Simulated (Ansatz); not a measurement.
# Residual resistivity of an alloy: Zr(0001) with 2 layers of random Zr-Hf, 2x2, part 2 of 2

Aim: the residual resistivity of a random alloy, from Zr(0001) with 2 layers of random Zr-Hf, 2x2 and longer regions.

Ansatz 0.2.0; Ansatz plane-wave DFT, PBE, PAW files; ballistic transport by layer matching (Landauer), zero bias; PAW set soft_1.

So far. Step 3 (With 6 alloy layers): Over the solved energies the transmission per spin lies between 2.49 and 2.74, out of 2.76 channels of the lead on average (up to 2.84).

### 4. With 10 alloy layers

In 10 layers a share of 0.125 of the sites is given to Hf at random. A fresh draw is used; the growth of the resistance with length is what counts.

System of this step: Zr(0001) with 10 layers of random Zr-Hf, 2x2. The cell holds 80 atoms: 75 Zr and 5 Hf. Cell: a = 6.464 Å, b = 6.464 Å, c = 51.470 Å, α = 90.0°, β = 90.0°, γ = 120.0°. It derives from Zr. Regions: lead, 40 atoms (40 Zr); scattering region, 40 atoms (35 Zr and 5 Hf). The structure is stacked along c, and the current runs across the ab planes.

The input, input.yaml:

```yaml
crystal:
  lattice:
    - [6.464, 0.0, 0.0]
    - [-3.232, 5.5979882101, 0.0]
    - [0.0, 0.0, 51.47]
  atoms:
    - { symbol: Zr, position: [0.1666666667, 0.3333333333, 0.025] }
    - { symbol: Zr, position: [0.1666666667, 0.8333333333, 0.025] }
    - { symbol: Zr, position: [0.6666666667, 0.3333333333, 0.025] }
    - { symbol: Zr, position: [0.6666666667, 0.8333333333, 0.025] }
    - { symbol: Zr, position: [0.3333333333, 0.1666666667, 0.075] }
    - { symbol: Zr, position: [0.3333333333, 0.6666666667, 0.075] }
    - { symbol: Zr, position: [0.8333333333, 0.1666666667, 0.075] }
    - { symbol: Zr, position: [0.8333333333, 0.6666666667, 0.075] }
    - { symbol: Zr, position: [0.1666666667, 0.3333333333, 0.125] }
    - { symbol: Zr, position: [0.1666666667, 0.8333333333, 0.125] }
    - { symbol: Zr, position: [0.6666666667, 0.3333333333, 0.125] }
    - { symbol: Zr, position: [0.6666666667, 0.8333333333, 0.125] }
    - { symbol: Zr, position: [0.3333333333, 0.1666666667, 0.175] }
    - { symbol: Zr, position: [0.3333333333, 0.6666666667, 0.175] }
    - { symbol: Zr, position: [0.8333333333, 0.1666666667, 0.175] }
    - { symbol: Zr, position: [0.8333333333, 0.6666666667, 0.175] }
    - { symbol: Zr, position: [0.1666666667, 0.3333333333, 0.225] }
    - { symbol: Zr, position: [0.1666666667, 0.8333333333, 0.225] }
    - { symbol: Zr, position: [0.6666666667, 0.3333333333, 0.225] }
    - { symbol: Zr, position: [0.6666666667, 0.8333333333, 0.225] }
    - { symbol: Zr, position: [0.3333333333, 0.1666666667, 0.275] }
    - { symbol: Zr, position: [0.3333333333, 0.6666666667, 0.275] }
    - { symbol: Zr, position: [0.8333333333, 0.1666666667, 0.275] }
    - { symbol: Zr, position: [0.8333333333, 0.6666666667, 0.275] }
    - { symbol: Zr, position: [0.1666666667, 0.3333333333, 0.325] }
    - { symbol: Zr, position: [0.1666666667, 0.8333333333, 0.325] }
    - { symbol: Zr, position: [0.6666666667, 0.3333333333, 0.325] }
    - { symbol: Zr, position: [0.6666666667, 0.8333333333, 0.325] }
    - { symbol: Zr, position: [0.3333333333, 0.1666666667, 0.375] }
    - { symbol: Zr, position: [0.3333333333, 0.6666666667, 0.375] }
    - { symbol: Zr, position: [0.8333333333, 0.1666666667, 0.375] }
    - { symbol: Zr, position: [0.8333333333, 0.6666666667, 0.375] }
    - { symbol: Zr, position: [0.1666666667, 0.3333333333, 0.425] }
    - { symbol: Zr, position: [0.1666666667, 0.8333333333, 0.425] }
    - { symbol: Zr, position: [0.6666666667, 0.3333333333, 0.425] }
    - { symbol: Zr, position: [0.6666666667, 0.8333333333, 0.425] }
    - { symbol: Zr, position: [0.3333333333, 0.1666666667, 0.475] }
    - { symbol: Zr, position: [0.3333333333, 0.6666666667, 0.475] }
    - { symbol: Zr, position: [0.8333333333, 0.1666666667, 0.475] }
    - { symbol: Hf, position: [0.8333333333, 0.6666666667, 0.475] }
    - { symbol: Zr, position: [0.1666666667, 0.3333333333, 0.525] }
    - { symbol: Zr, position: [0.1666666667, 0.8333333333, 0.525] }
    - { symbol: Zr, position: [0.6666666667, 0.3333333333, 0.525] }
    - { symbol: Zr, position: [0.6666666667, 0.8333333333, 0.525] }
    - { symbol: Zr, position: [0.3333333333, 0.1666666667, 0.575] }
    - { symbol: Hf, position: [0.3333333333, 0.6666666667, 0.575] }
    - { symbol: Zr, position: [0.8333333333, 0.1666666667, 0.575] }
    - { symbol: Zr, position: [0.8333333333, 0.6666666667, 0.575] }
    - { symbol: Zr, position: [0.1666666667, 0.3333333333, 0.625] }
    - { symbol: Zr, position: [0.1666666667, 0.8333333333, 0.625] }
    - { symbol: Hf, position: [0.6666666667, 0.3333333333, 0.625] }
    - { symbol: Hf, position: [0.6666666667, 0.8333333333, 0.625] }
    - { symbol: Hf, position: [0.3333333333, 0.1666666667, 0.675] }
    - { symbol: Zr, position: [0.3333333333, 0.6666666667, 0.675] }
    - { symbol: Zr, position: [0.8333333333, 0.1666666667, 0.675] }
    - { symbol: Zr, position: [0.8333333333, 0.6666666667, 0.675] }
    - { symbol: Zr, position: [0.1666666667, 0.3333333333, 0.725] }
    - { symbol: Zr, position: [0.1666666667, 0.8333333333, 0.725] }
    - { symbol: Zr, position: [0.6666666667, 0.3333333333, 0.725] }
    - { symbol: Zr, position: [0.6666666667, 0.8333333333, 0.725] }
    - { symbol: Zr, position: [0.3333333333, 0.1666666667, 0.775] }
    - { symbol: Zr, position: [0.3333333333, 0.6666666667, 0.775] }
    - { symbol: Zr, position: [0.8333333333, 0.1666666667, 0.775] }
    - { symbol: Zr, position: [0.8333333333, 0.6666666667, 0.775] }
    - { symbol: Zr, position: [0.1666666667, 0.3333333333, 0.825] }
    - { symbol: Zr, position: [0.1666666667, 0.8333333333, 0.825] }
    - { symbol: Zr, position: [0.6666666667, 0.3333333333, 0.825] }
    - { symbol: Zr, position: [0.6666666667, 0.8333333333, 0.825] }
    - { symbol: Zr, position: [0.3333333333, 0.1666666667, 0.875] }
    - { symbol: Zr, position: [0.3333333333, 0.6666666667, 0.875] }
    - { symbol: Zr, position: [0.8333333333, 0.1666666667, 0.875] }
    - { symbol: Zr, position: [0.8333333333, 0.6666666667, 0.875] }
    - { symbol: Zr, position: [0.1666666667, 0.3333333333, 0.925] }
    - { symbol: Zr, position: [0.1666666667, 0.8333333333, 0.925] }
    - { symbol: Zr, position: [0.6666666667, 0.3333333333, 0.925] }
    - { symbol: Zr, position: [0.6666666667, 0.8333333333, 0.925] }
    - { symbol: Zr, position: [0.3333333333, 0.1666666667, 0.975] }
    - { symbol: Zr, position: [0.3333333333, 0.6666666667, 0.975] }
    - { symbol: Zr, position: [0.8333333333, 0.1666666667, 0.975] }
    - { symbol: Zr, position: [0.8333333333, 0.6666666667, 0.975] }
kpoints:
  mp_grid: { grid: [4, 4, 1] }
hamiltonian:
  xc: pbe
  pseudopotentials: { kind: paw, azcp: { folder: soft_1 } }
scf:
  occupations: { method: fermi_dirac, width: 0.1 }
output:
  transmission: { leads: [[0, 8]], kmesh: [8, 8], e_range: [-0.05, 0.05], de: 0.05 }
  write_potential: true
  write_density: true
  volumetric_format: npy
```

Launch:

```bash
$ ansatz run input.yaml --threads 4 --pin off --max-ram 15360MiB --backend cpu --events-out ev --progress --plain --runs-dir out
```

Numbers of over 12 decimals in the logs are rounded to 6 here.

What it wrote:

```text
[...]
Crystal: 80 atoms, lattice volume = 1862.462 Å³
Basis set: ecut = 420 eV, 36449 PW (Γ)
Bands: 618, of which v1, the nominal top of the filled ones, is band 515 counted from 1 (514 counted from 0)
Symmetry: 1 space group operations
[...]
k-points: 10 of 16 (time reversal used)
[...]
SCF iter   1: F=—  HF=-392442.954092 eV  |F-HF|=—  |Δ(HF+E_count)|=         —  Δρ=5.94e-2  dr2=2.59e4  ethr=3.10e-3  ⟨swp⟩=7.6  Hψ=22984  notcnv=0
[...]
SCF iter  12: F=-392401.910934 eV  HF=-392401.910934 eV  |F-HF|=1.94e-8  |Δ(HF+E_count)|=  2.33e-10  Δρ=5.12e-7  dr2=6.51e-9  ethr=9.71e-12  ⟨swp⟩=7.5  Hψ=17106  notcnv=0
SCF 1 converged in 12 iterations: F = -392401.910934 eV  dr2 = 6.51e-9
[...]
transmission: 285 of 2788 steps passed
transmission: 558 of 2788 steps passed
[...]
transmission: 2788 of 2788 steps passed
SCF converged after 12 iterations
Free energy (F): -392401.910934 eV
[...]
Internal energy: -392399.167950 eV  (E = F + TS)
E sigma→0 (E₀):  -392400.539442 eV
Entropy (-TS):   -2.742984 eV (-34.287 meV/atom)
Fermi energy:    14.177862 eV
[...]
--- Band table (eV; the first three rows and the last of 10) ---
  k-point 0: bands = [... 511 lower, 14.7984, 14.8002, 14.8154, 14.8238, 14.8330, 14.8620, 14.8621, 14.8632, ... 99 higher]
  k-point 1: bands = [... 511 lower, 14.3927, 14.4146, 14.4181, 14.4226, 14.4239, 14.4434, 14.4543, 14.4629, ... 99 higher]
  k-point 2: bands = [... 511 lower, 13.8353, 13.8424, 13.8458, 13.8506, 13.9361, 13.9368, 13.9399, 13.9435, ... 99 higher]
  k-point 9: bands = [... 511 lower, 13.8334, 13.8389, 13.8487, 13.8540, 13.9351, 13.9380, 13.9411, 13.9420, ... 99 higher]
--- Transmission ---
  basis      : 313 plane waves across, 82 finite elements along
  points     : 34, standing for a mesh of 8 x 8
[...]
channels       : 2.625000e0 a spin
[...]
slowest decay  : 0.0499 /Å at (0.0000, 0.0000)
  junction   : crystal 0 to crystal 0, 4.45 to 50.77 Å
    transmission   : 2.372509e0 a spin
[...]
```

Run time: 34 min. Hardware: 4 threads of Arm Neoverse V1, shared host; peak memory 9.4 GiB.

Numbers from this step:

| Property | Result |
| --- | --- |
| free energy | -392401.9109 eV |
| energy at zero smearing | -392400.5394 eV |
| Fermi energy | 14.18 eV |
| transmission per spin nearest the Fermi level | 2.373 |
| step of the lead's potential | 0.2 meV |

Per spin. The transmission, zone mean by energy, zero at the Fermi level:

```
energy (eV)  transmission, zone mean
    -0.0500                     2.51
     0.0000                     2.37
     0.0500                     2.67
```

Over the solved energies the transmission per spin lies between 2.37 and 2.67, out of 2.76 channels of the lead on average (up to 2.84).

### 5. The fit

This step: Ansatz plane-wave DFT, PBE, PAW files; ballistic transport by layer matching (Landauer), zero bias; residual resistivity from the slope of the area resistance, atoms on the host's lattice; PAW set soft_1 (Ansatz 0.2.0).

This step gave:

```
resistivity           : 6.558 µΩ cm
intercept             : -0.009080 fΩ m²
scatter about the fit : 0.005280 fΩ m²
```

Resistance, by row:

```
run  length (Å)      T  channels N  RA (fΩ m²)
 n2       5.147  2.715        2.76     0.02841
 n6       15.44  2.629        2.76     0.08471
n10       25.73  2.517        2.76      0.1634
```

Area resistance against length of the alloy:

```
length of the alloy (Å)  area resistance (fΩ m²)
                   5.15                   0.0284
                  15.44                   0.0847
                  25.73                    0.163
```

The area resistance goes from 0.028 to 0.16 fΩ m² between 5.1 and 25.7 Å, a slope of 6.6 µΩ cm.

By hand from the end points: (0.1634 − 0.02841) fΩ m² / (25.73 − 5.15) Å = 6.6 µΩ cm, since 1 fΩ m² per Å is 1000 µΩ cm.

### 6. Outcome

```yaml
resistivity_from_the_slope: 6.56 µΩ cm
area_resistance_over_5p15_a: 0.0284 fΩ m²
area_resistance_over_15p4_a: 0.0847 fΩ m²
area_resistance_over_25p7_a: 0.163 fΩ m²
```

**Reading.** The slope gives 6.6 µΩ cm. The points scatter by 0.0053 fΩ m² about the line, with one random draw a length in a 2x2 cell, so the slope is a rough value. Read with a model of isotropic scattering on a spherical Fermi surface and the lead's 0.59×10¹⁵ S/m², this slope means a mean free path near 233 Å; over these lengths the model's slope is 1.20 times its bulk resistivity, which would be 5.5 µΩ cm. The draw over the shortest length came out nearly ordered, with 12 symmetry operations, so that point is a poor sample of a random alloy. The atoms sit on the host's lattice, so scattering by size misfit is left out. Spin-orbit coupling is left out, which matters for Hf.

[Logs are printed without paths, hosts, clocks, repeated set-up lines and the standing remarks that a program may print on its own settings, such as how far it seeks lower states.]

[Hosts, paths, dates, database ids (printed as entryN), source tags and the programs' standing remarks are cut or masked in the printed files.]
